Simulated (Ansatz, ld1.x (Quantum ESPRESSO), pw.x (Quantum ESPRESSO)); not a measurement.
**iridium (Ir): one change to the TM potential, in the atom and in the sc crystal**

iridium (Ir), norm-conserving Troullier–Martins (Kleinman–Bylander form), made with ld1.x (Quantum ESPRESSO) 7.5 (PBE, scalar-relativistic). Core [Xe] 4f14, reference 5d7 6s0.5 6p0 (charge +1.5). Waves: 6s (bound): rc 1.90 bohr; 6p (bound, empty): rc 3.20 bohr; 5d (bound): rc 1.25 bohr. Local part: all-electron potential smoothed inside 3.00 bohr (lloc = -1). Core correction: a·sin(br)/r model core, default radius (core density twice the valence density).

Change: local potential all-electron potential smoothed inside 2.60 bohr (lloc = -1).

Cutoffs, loose and tight: the cutoffs (Ry, on a coarse ladder) from which the occupation-weighted sum of valence levels, in a spherical-Bessel basis at the reference potential, stays within 10 and 1 mRy of its value at 400 Ry. They do not see the model core or the augmentation charge, which bear on the density cutoff. Test errors are all-electron minus pseudo excitation energies from the reference, over the configurations 5d7 6s2 6p0; 5d7 6s1 6p0; 5d7 6s0 6p0; 5d8 6s0 6p0; 5d6 6s0 6p0; 5d7.5 6s1.5 6p0; 5d5 6s0 6p0; variants that change the core or the reference have their own tests.

Crystal test: sc Ir in pw.x 7.5, no spin, 13³ k-points, Fermi–Dirac smearing 0.01 Ry, cutoffs set for each file from its atomic test. The reference is all-electron LAPW (Ansatz 0.2.0) with the same functional, mesh and smearing; V0 and B0 come from Birch–Murnaghan fits to the pressures at five volumes. Errors are pseudo minus all-electron; Δ is the rms difference of the E(V) curves that follow from these fits, minima aligned, over ±6 % about the mean V0. Mesh and smearing are coarse, so the numbers serve the comparison and aren't converged zero-temperature values; the lattice is a test structure that the element need not adopt.

All-electron: a0 = 2.573 Å (V0 = 17.04 Å³/atom), B0 = 242.7 GPa.

Q: Does the change bring the crystal closer to the all-electron result?

A: The mean pressure error goes from +6.70 to +0.34 GPa, so the change moves the solid closer to the all-electron pressures.

```csv
quantity,base,changed
outcome (atom),generated,generated
"cutoff, loose (atom)",40 Ry,40 Ry
"cutoff, tight (atom)",70 Ry,70 Ry
bound ghosts (atom),none,none
largest test error (meV) (atom),-141 over the solved tests; 1 of 7 tests not solved or not reliable,-536
cutoffs in pw.x (Ry),85/340,85/340
a0 (Å),2.595,2.574
a0 error (%),+0.85,+0.04
B0 error (%),-1.8,+0.5
Δ (meV/atom),23.2,1.2
mean pressure error (GPa),+6.70,+0.34
```

Base: The largest radius (3.20 bohr) exceeds half the bond length (2.43 bohr), so the spheres overlap, which is one possible source of error among others. This is a poor potential for the solid. Atomic configuration tests: 1 of 7 tests not solved or not reliable. Changed file: The largest radius (3.20 bohr) exceeds half the bond length (2.43 bohr), so the spheres overlap, which is one possible source of error among others. The logarithmic derivative shows an extra or strongly shifted pseudo pole above the reference energy (s near 0.17 Ry). The atomic cutoffs weigh occupied waves only.
